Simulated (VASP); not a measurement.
**VASP 6.6.1 run: Ge**

INCAR

```
ISMEAR = -1
ISPIN = 2
EDIFF = 1E-7
LCHARG = .FALSE.
LREAL = .FALSE.
NBANDS = 21
NELM = 120
SIGMA = 0.02
ISIF = 2
MAGMOM = 1 -1
ENCUT = 520
IBRION = -1
NSW = 0
GGA = PE
LASPH = .TRUE.
PREC = Accurate
LWAVE = .FALSE.
```

KPOINTS

```
KPOINTS created by Atomic Simulation Environment
0
Gamma
8 8 8
0 0 0
```

POSCAR

```
Ge
 1.0000000000000000
    -0.0000000000000000    2.8368735120893840    2.8368735120893840
     2.8368735120893840    0.0000000000000000    2.8368735120893840
     2.8368735120893840    2.8368735120893840   -0.0000000000000000
 Ge
   2
Cartesian
  0.0000000000000000 -0.0000000000000000 -0.0000000000000000
  1.4184367560446920  1.4184367560446920  1.4184367560446920
```

The recommended PBE PAW datasets give the neutral cell 28 valence electrons.

Command

```
mpirun -np 1 vasp_std
```

Question: Predict the outcome of this run.

Answer: It converged. Results: pressure 3.0 GPa; magnetic moment of the cell 0.00 μB.

OSZICAR

```
N       E                     dE             d eps       ncg     rms          rms(c)
DAV:   1     0.189679396369E+03    0.18968E+03   -0.14479E+04  2728   0.361E+03
DAV:   2     0.194162553674E+02   -0.17026E+03   -0.16524E+03  2446   0.633E+02
DAV:   3    -0.780062950360E+01   -0.27217E+02   -0.27017E+02  2766   0.145E+02
DAV:   4    -0.874260416037E+01   -0.94197E+00   -0.94150E+00  2776   0.308E+01
DAV:   5    -0.875837349852E+01   -0.15769E-01   -0.15769E-01  2736   0.451E+00    0.939E+00
DAV:   6    -0.897656895306E+01   -0.21820E+00   -0.12466E-01  3444   0.159E+01    0.412E+00
DAV:   7    -0.901699985222E+01   -0.40431E-01   -0.72093E-02  3265   0.926E+00    0.139E+00
DAV:   8    -0.900540055256E+01    0.11599E-01   -0.35892E-02  2954   0.184E+00    0.363E-01
DAV:   9    -0.900632842819E+01   -0.92788E-03   -0.49401E-03  3148   0.253E+00    0.106E-01
DAV:  10    -0.900660262340E+01   -0.27420E-03   -0.38937E-04  3656   0.885E-01    0.504E-02
DAV:  11    -0.900687078926E+01   -0.26817E-03   -0.33832E-04  3060   0.580E-01    0.201E-02
DAV:  12    -0.900683396676E+01    0.36823E-04   -0.36697E-05  3263   0.346E-01    0.809E-03
DAV:  13    -0.900683448973E+01   -0.52297E-06   -0.82560E-06  3538   0.595E-02    0.364E-03
DAV:  14    -0.900683538920E+01   -0.89948E-06   -0.16876E-06  2659   0.194E-02    0.143E-03
DAV:  15    -0.900683553588E+01   -0.14668E-06   -0.21420E-07  2361   0.385E-03    0.367E-04
DAV:  16    -0.900683553270E+01    0.31869E-08   -0.10811E-08  1413   0.167E-03
   1 F= -.90068355E+01 E0= -.90067533E+01  d E =-.164552E-03  mag=     0.0000
```

For comparison, a separate PBE run of the intended cell, on usual settings and not on those above, gives a gap of 0.00 eV on its mesh and a pressure of 2.9 GPa.
